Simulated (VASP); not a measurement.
A run of VASP 6.6.1 is set up as follows.

Contents of INCAR:

```
SYSTEM = Sb
  AGGAC = 0.0
  ALGO = Normal
  EDIFF = 1E-6
  EDIFFG = -0.01
  ENCUT = 600
  GGA = MK
  IBRION = 2
  ISIF = 3
  ISMEAR = 1
  LASPH = .TRUE.
  LCHARG = .FALSE.
  LREAL = .FALSE.
  LUSE_VDW = .TRUE.
  LWAVE = .FALSE.
  NELM = 80
  NSW = 90
  PARAM1 = 0.1234
  PARAM2 = 0.711357
  PREC = Accurate
  SIGMA = 0.1
  ZAB_VDW = -1.8867
```

File KPOINTS:

```
k-points
0
G
  12 12 10
  0 0 0
```

The input POSCAR:

```
Sb
1.0
    2.1542000000      1.2437279500      3.7580000000
   -2.1542000000      1.2437279500      3.7580000000
    0.0000000000     -2.4874559000      3.7580000000
Sb
2
Direct
    0.2334900000      0.2334900000      0.2334900000
    0.7665100000      0.7665100000      0.7665100000
```

Potentials or basis: VASP PAW PBE potentials, release 64 (Sb).

Launch:

```sh
$ cat potpaw_PBE.64/Sb/POTCAR > POTCAR
$ mpirun -np 1 vasp_std > vasp.out
```

(1) What does it give for the relaxed volume?

(2) Estimate the space group after relaxing (to 0.05 Å).

(3) Predict the relaxed cell.

## Answers

(1) 31.08 Å³/atom.

(2) R-3m (No. 166).

(3) a = 4.535 Å, b = 4.535 Å, c = 4.535 Å, α = 57.50°, β = 57.50°, γ = 57.50°.

Caveat: the PAW data sets were made with another functional, which shifts forces and pressure a little.
